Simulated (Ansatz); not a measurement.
## GaP: relaxation of cell and atoms with PBEsol

The system is GaP.

```
Ga P
1.0
     0.00000    2.72525    2.72525
     2.72525    0.00000    2.72525
     2.72525    2.72525    0.00000
Ga P
1 1
Direct
  0.00000 0.00000 0.00000
  0.75000 0.75000 0.75000
```

```
Program             : Ansatz 0.2.0
Task                : relaxation of cell and atoms
Functional          : PBEsol
Potentials or basis : Ansatz PAW
Cutoff              : 420 eV (not typed: the program's choice for these potentials)
k mesh              : 6 × 6 × 6
Occupations         : fermi-dirac, width 0.05 eV
Spin                : no spin polarisation
```

```
Relaxed volume                         : 20.11 Å³/atom
Relaxed cell                           : a = 3.846 Å, b = 3.846 Å, c = 3.846 Å, α = 60.00°, β = 60.00°, γ = 60.00°
Space group after relaxing (to 0.05 Å) : F-43m (No. 216)
Energy gained by relaxing              : 0.2 meV/atom
Ionic steps                            : 4
Pressure after relaxing                : 0.0 GPa
Band gap on the k mesh                 : 1.50 eV, indirect (least direct gap 1.79 eV)
```

Step by step:
```csv
step,energy change (eV),largest force (eV/Å),volume (Å³)
1,0.0000,0.0000,40.48
2,-0.0004,0.0000,40.30
3,-0.0005,0.0000,40.23
4,-0.0004,0.0000,40.23
```

Final structure:
```
Ga P
1.0
     0.00000    2.71953    2.71953
     2.71953    0.00000    2.71953
     2.71953    2.71953    0.00000
Ga P
1 1
Direct
  0.00000 0.00000 0.00000
  0.75000 0.75000 0.75000
```

Levels at points of the mesh, in eV from the valence-band top:
```csv
k point,band 7,band 8,band 9,band 10,band 11,band 12
"(0.00, 0.00, 0.00)",0.00,0.00,0.00,1.79,3.81,3.81
"(0.00, 0.00, -0.50)",-6.73,-1.14,-1.14,1.60,4.63,4.63
"(0.00, -0.50, -0.50)",-6.84,-2.74,-2.74,1.50,1.70,10.56
```

Wall time 2.9 s on 2 threads of Intel(R) Xeon(R) Platinum 8488C (Sapphire Rapids) (shared host), peak memory 0.37 GiB.

Caveat: the plane-wave basis is chosen anew once the cell has moved, so the energies of steps on either side of that aren't comparable; the PAW data sets come from PBE, with cores solved anew for the run's functional, which leaves a small shift of forces and pressure. As with any semilocal functional, this PBEsol gap is likely too small.
